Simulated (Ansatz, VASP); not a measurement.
## Na in VASP and in Ansatz

```
Na
1.0
    -2.09729    2.09729    2.09729
     2.09729   -2.09729    2.09729
     2.09729    2.09729   -2.09729
Na
1
Cartesian
  0.0000 0.0000 0.0000
```

Change from the starting cell: volume scaled by 0.94.

Alike in both runs: task single point; functional PBE; k mesh 9 × 9 × 9; occupations fermi-dirac, width 0.05 eV; no spin polarisation.

|  | VASP | Ansatz |
| --- | --- | --- |
| version | VASP 6.6.1 | Ansatz 0.2.0 |
| potentials or method | VASP PAW PBE potentials, release 64 (Na_pv), cutoff 520 eV | all-electron LAPW, scalar-relativistic |

|  | VASP | Ansatz | Ansatz less VASP |
| --- | --- | --- | --- |
| gap on the k mesh at the Fermi level (eV) | none | none | - |
| pressure (GPa) | 0.0 | 0.0 | +0.04 |

A gap of «none» marks a metal or a gap that the smearing closes. Ansatz ran all-electron here, so the differences hold the error of VASP's frozen core and of both bases.
